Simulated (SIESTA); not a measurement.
# Nb under changes of volume

One of the cells (18.797 Å³/atom); the others are scaled copies at fixed shape and fractional positions:

```
Nb
1.0
    -1.67497    1.67497    1.67497
     1.67497   -1.67497    1.67497
     1.67497    1.67497   -1.67497
Nb
1
Direct
  0.00000 0.00000 0.00000
```

```yaml
Program: SIESTA 5.4.2
Functional: PBE
Potentials_or_basis: PseudoDojo 0.4 standard (PBE files)
Basis: DZP (energy shift 0.003 Ry; two zetas on semicore shells)
Grid_cutoff: 800 Ry
Energy_shift: 0.003 Ry
k_mesh: 11 × 11 × 11
Occupations: fermi-dirac, width 0.05 eV
Spin: no spin polarisation
```

```csv
volume (Å³/atom),energy over the lowest point (meV/atom),pressure (GPa)
17.322,?,?
17.691,11.23,6.9
18.060,0.00,2.9
18.797,2.84,-4.0
19.165,15.46,-7.0
19.534,34.79,-9.7
```

Question: What does the run at 17.322 Å³/atom give?

Answer: Energy over the lowest point 32.09 meV/atom; pressure 11.3 GPa.

Worked out: A Birch-Murnaghan fit of order 3 (a polynomial in V^(-2/3)) to the other rows has its minimum at 18.36 Å³/atom with B0 = V·E''(V) = 175 GPa and B' = 3.4. It gives 31.94 meV/atom at 17.322 Å³/atom, against the run's 32.09, and -dE/dV = 11.2 GPa, against 11.3.

Energies are extrapolated to zero smearing.

Caveats: the basis of atomic orbitals isn't converged, which shifts pressures, moduli and gaps.
